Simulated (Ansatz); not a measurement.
# TiO2: the cost of one run

Program: Ansatz 0.2.0. Level of theory: DFT PBEsol, all-electron LAPW, scalar-relativistic unless said. These are calculated values, not measurements.

## 1. The starting structure

Symmetry: P4_2/mnm, No. 136, tetragonal system. Conventional cell: a = 4.591 Å, b = 4.591 Å, c = 2.939 Å, α = 90.00°, β = 90.00°, γ = 90.00°. Ti (site symmetry mmm) has 6 O at 1.94 to 1.98 Å as nearest neighbours. Around O (site symmetry m2m) lie 3 Ti at 1.94 to 1.98 Å.

As a file:

```
Ti O
1.0
     4.59126    0.00000    0.00000
     0.00000    4.59126    0.00000
     0.00000    0.00000    2.93899
Ti O
2 4
Direct
  0.00000 0.00000 0.00000
  0.50000 0.50000 0.50000
  0.30444 0.30444 0.00000
  0.19556 0.80444 0.50000
  0.69556 0.69556 0.00000
  0.80444 0.19556 0.50000
```

Cartesian axes are those of the input's lattice vectors. The structure goes back to a database entry.

## 2. Reference run, fine mesh, LAPW

The input, input.yaml:

```yaml
crystal:
  lattice:
    - [4.59125775693, 0.0, 0.0]
    - [0.0, 4.59125775693, 0.0]
    - [0.0, 0.0, 2.93898985549]
  atoms:
    - { symbol: Ti, position: [0.0, 0.0, 0.0] }
    - { symbol: Ti, position: [0.5, 0.5, 0.5] }
    - { symbol: O, position: [0.30443818153, 0.30443818153, 0.0] }
    - { symbol: O, position: [0.19556181847, 0.80443818153, 0.5] }
    - { symbol: O, position: [0.69556181847, 0.69556181847, 0.0] }
    - { symbol: O, position: [0.80443818153, 0.19556181847, 0.5] }
kpoints:
  mp_grid: { grid: [6, 6, 8] }
scf:
  occupations: { method: fixed }
hamiltonian:
  xc: pbesol
  pseudopotentials: { kind: all_electron, lapw: { basis_error: 0.001 } }
output:
  forces: true
  stress: true
  eigenvalues: true
  eigenstates:
    nscf_kmesh: { grid: [10, 10, 12] }
    de_dk: true
    e_range: [-9, 11.86892686696]
checkpoint:
  write: ck
  write_wavefunctions: false
```

Command:

```bash
$ ansatz run input.yaml --threads 1 --pin off --max-ram 3072MiB --backend cpu --events-out ev --progress --plain --runs-dir out
```

Q: Estimate wall time and peak memory on 1 thread of Intel Xeon Platinum 8488C (Sapphire Rapids), shared host.

About 2 min, with a peak of 0.7 GiB.
